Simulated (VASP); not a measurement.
A run of VASP 6.6.1 is set up as follows.

POSCAR

```
SnO2                                    
1.0
    4.8301443207      0.0000000000      0.0000000000
    0.0000000000      4.8301443207      0.0000000000
    0.0000000000      0.0000000000      3.2422423935
  Sn              O             
     2     4
Direct
     0.5000000000000000    0.5000000000000000    0.5000000000000000
     0.0000000000000000    0.0000000000000000    0.0000000000000000
     0.1934471956203723    0.8065528043796277    0.5000000000000000
     0.8065528043796277    0.1934471956203723    0.5000000000000000
     0.3065528043796277    0.3065528043796277    0.0000000000000000
     0.6934471956203723    0.6934471956203723    0.0000000000000000
```

File INCAR.step1:

```
PREC = Accurate ; ENCUT = 450
EDIFF = 1E-6 ; ISMEAR = 0
SIGMA = 0.02 ; LREAL = False
LASPH = True ; NELM = 120
ALGO = Normal ; ISIF = 2
LWAVE = False ; LCHARG = True
KPAR = 4
```

File KPOINTS.step1:

```
Automatic mesh
0
Gamma
  8 8 10
```

INCAR.step2

```
PREC = Accurate ; ENCUT = 450
EDIFF = 1E-6 ; ISMEAR = 0
SIGMA = 0.05 ; LREAL = False
LASPH = True ; NELM = 120
ALGO = Normal ; ISIF = 2
LWAVE = False ; LCHARG = False
KPAR = 4 ; ICHARG = 11
```

Contents of KPOINTS.step2:

```
path GXMGZRAZ,XR,MA
20
line-mode
reciprocal
 0.0000000000  0.0000000000  0.0000000000  G
 0.0000000000  0.5000000000  0.0000000000  X

 0.0000000000  0.5000000000  0.0000000000  X
 0.5000000000  0.5000000000  0.0000000000  M

 0.5000000000  0.5000000000  0.0000000000  M
 0.0000000000  0.0000000000  0.0000000000  G

 0.0000000000  0.0000000000  0.0000000000  G
 0.0000000000  0.0000000000  0.5000000000  Z

 0.0000000000  0.0000000000  0.5000000000  Z
 0.0000000000  0.5000000000  0.5000000000  R

 0.0000000000  0.5000000000  0.5000000000  R
 0.5000000000  0.5000000000  0.5000000000  A

 0.5000000000  0.5000000000  0.5000000000  A
 0.0000000000  0.0000000000  0.5000000000  Z

 0.0000000000  0.5000000000  0.0000000000  X
 0.0000000000  0.5000000000  0.5000000000  R

 0.5000000000  0.5000000000  0.0000000000  M
 0.5000000000  0.5000000000  0.5000000000  A
```

Potentials or basis: VASP PAW LDA potentials, release 64 (Sn_d, O).

Launch:

```sh
$ cat potpaw_LDA.64/Sn_d/POTCAR potpaw_LDA.64/O/POTCAR > POTCAR
$ cp INCAR.step1 INCAR
$ cp KPOINTS.step1 KPOINTS
$ mpirun -np 4 vasp_std > vasp.out
$ cp INCAR.step2 INCAR
$ cp KPOINTS.step2 KPOINTS
$ mpirun -np 4 vasp_std > vasp.out
```

Estimate the band gap on the k mesh.

0.53 eV, direct.

Estimate the band gap along the path.

0.53 eV, direct.

Levels at the corners of the path, in eV from the valence-band top:
| point | band 22 | band 23 | band 24 | band 25 | band 26 | band 27 | band 28 | band 29 | band 30 | band 31 |
| --- | --- | --- | --- | --- | --- | --- | --- | --- | --- | --- |
| Γ | -1.30 | -1.30 | -0.76 | -0.76 | 0.00 | 0.53 | 5.44 | 5.79 | 5.79 | 9.82 |
| X | -1.95 | -1.25 | -1.25 | -0.63 | -0.63 | 3.72 | 3.72 | 6.52 | 6.52 | 10.13 |
| X | -1.95 | -1.25 | -1.25 | -0.63 | -0.63 | 3.72 | 3.72 | 6.52 | 6.52 | 10.13 |
| M | -1.93 | -1.37 | -1.37 | -0.87 | -0.87 | 4.09 | 4.09 | 6.91 | 6.91 | 10.20 |
| M | -1.93 | -1.37 | -1.37 | -0.87 | -0.87 | 4.09 | 4.09 | 6.91 | 6.91 | 10.20 |
| Γ | -1.30 | -1.30 | -0.76 | -0.76 | 0.00 | 0.53 | 5.44 | 5.79 | 5.79 | 9.79 |
| Γ | -1.30 | -1.30 | -0.76 | -0.76 | 0.00 | 0.53 | 5.44 | 5.79 | 5.79 | 9.81 |
| Z | -2.66 | -1.57 | -1.57 | -1.20 | -1.20 | 5.38 | 5.38 | 9.08 | 9.08 | 10.02 |
| Z | -2.66 | -1.57 | -1.57 | -1.20 | -1.20 | 5.38 | 5.38 | 9.08 | 9.08 | 10.02 |
| R | -1.71 | -1.04 | -1.04 | -0.78 | -0.78 | 5.64 | 5.64 | 7.36 | 7.36 | 10.26 |
| R | -1.71 | -1.04 | -1.04 | -0.78 | -0.78 | 5.64 | 5.64 | 7.36 | 7.36 | 10.26 |
| A | -2.49 | -0.94 | -0.94 | -0.79 | -0.79 | 4.14 | 4.14 | 8.31 | 8.31 | 10.27 |
| A | -2.49 | -0.94 | -0.94 | -0.79 | -0.79 | 4.14 | 4.14 | 8.31 | 8.31 | 10.27 |
| Z | -2.66 | -1.57 | -1.57 | -1.20 | -1.20 | 5.38 | 5.38 | 9.08 | 9.08 | 10.02 |
| X | -1.95 | -1.25 | -1.25 | -0.63 | -0.63 | 3.72 | 3.72 | 6.52 | 6.52 | 10.13 |
| R | -1.71 | -1.04 | -1.04 | -0.78 | -0.78 | 5.64 | 5.64 | 7.36 | 7.36 | 10.26 |
| M | -1.93 | -1.37 | -1.37 | -0.87 | -0.87 | 4.09 | 4.09 | 6.91 | 6.91 | 10.20 |
| A | -2.49 | -0.94 | -0.94 | -0.79 | -0.79 | 4.14 | 4.14 | 8.31 | 8.31 | 10.27 |

Caveat: the log is that of the step along the path at fixed density, whose energy, stress, charges and moments have no meaning; spin-orbit coupling is left out, which moves the levels of the heavy elements. LDA gaps usually lie below the measured ones, often by a third to a half.
